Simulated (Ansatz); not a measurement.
## MgS under changes of volume

One of the cells (22.740 Å³/atom); the others are scaled copies at fixed shape and fractional positions:

```
S Mg
1.0
     0.00000    2.83312    2.83312
     2.83312    0.00000    2.83312
     2.83312    2.83312    0.00000
S Mg
1 1
Direct
  0.25000 0.25000 0.25000
  0.00000 0.00000 0.00000
```

The cell comes from a database or a generator and needn't be the stable form of this composition.

```yaml
Program: Ansatz 0.2.0
Functional: PBE
Potentials_or_basis: all-electron LAPW, scalar-relativistic
Cutoff: 226 eV (chosen from the basis error)
Basis_error_allowed: 0.0005 eV/atom
k_mesh: 8 × 8 × 8
Occupations: fermi-dirac, width 0.05 eV
Spin: no spin polarisation
```

| volume (Å³/atom) | energy over the lowest point (meV/atom) | pressure (GPa) | gap on the mesh (eV) |
| --- | --- | --- | --- |
| 21.376 | ? | ? | ? |
| 21.831 | 13.57 | 3.6 | 3.65 |
| 22.285 | 5.47 | 2.2 | 3.55 |
| 22.740 | 1.06 | 0.9 | 3.45 |
| 23.195 | 0.00 | -0.2 | 3.35 |
| 23.650 | 1.97 | -1.2 | 3.26 |
| 24.105 | 6.68 | -2.1 | 3.17 |

Q: What does the run at 21.376 Å³/atom give?

A: Energy over the lowest point 25.77 meV/atom; pressure 5.1 GPa; gap on the mesh 3.76 eV.

Worked out: A Birch-Murnaghan fit of order 3 (a polynomial in V^(-2/3)) to the other rows has its minimum at 23.12 Å³/atom with B0 = V·E''(V) = 55 GPa and B' = 4.1. It gives 25.79 meV/atom at 21.376 Å³/atom, against the run's 25.77, and -dE/dV = 5.1 GPa, against 5.1. A straight line through the other rows of the gap, of slope -4.86 eV per unit of ln V (its deformation potential), extrapolates to 3.75 eV, against the run's 3.76.

Energies are extrapolated to zero smearing.

A mesh can miss the band edges.
